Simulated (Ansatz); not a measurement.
BAs:

```
As B
1.0
     0.00000    2.38850    2.38850
     2.38850    0.00000    2.38850
     2.38850    2.38850    0.00000
As B
1 1
Direct
  0.75000 0.75000 0.75000
  0.00000 0.00000 0.00000
```

```yaml
Program: Ansatz 0.2.0
Task: relaxation of cell and atoms
Functional: SVWN5
Potentials_or_basis: Ansatz PAW
Cutoff: "420 eV (not typed: the program's choice for these potentials)"
k_mesh: 10 × 10 × 10
Occupations: fermi-dirac, width 0.05 eV
Spin: no spin polarisation
```

At the start: volume 13.63 Å³/atom.

Q: How do energy, volume and symmetry change on relaxing?

A: It ends after 5 steps and the volume is 13.24 Å³/atom (-2.8 %); space group F-43m (No. 216, to 0.05 Å).

The path:
| step | energy change (eV) | largest force (eV/Å) | volume (Å³) |
| --- | --- | --- | --- |
| 1 | 0.0000 | 0.0000 | 27.25 |
| 2 | -0.0097 | 0.0000 | 26.68 |
| 3 | -0.0106 | 0.0000 | 26.47 |
| 4 | -0.0106 | 0.0000 | 26.48 |
| 5 | -0.0100 | 0.0000 | 26.48 |

Final structure:
```
As B
1.0
     0.00000    2.36562    2.36562
     2.36562    0.00000    2.36562
     2.36562    2.36562    0.00000
As B
1 1
Direct
  0.75000 0.75000 0.75000
  0.00000 0.00000 0.00000
```

Caveat: the plane-wave basis is chosen anew once the cell has moved, so the energies of steps on either side of that aren't comparable; the PAW data sets come from PBE, with cores solved anew for the run's functional, which leaves a small shift of forces and pressure.
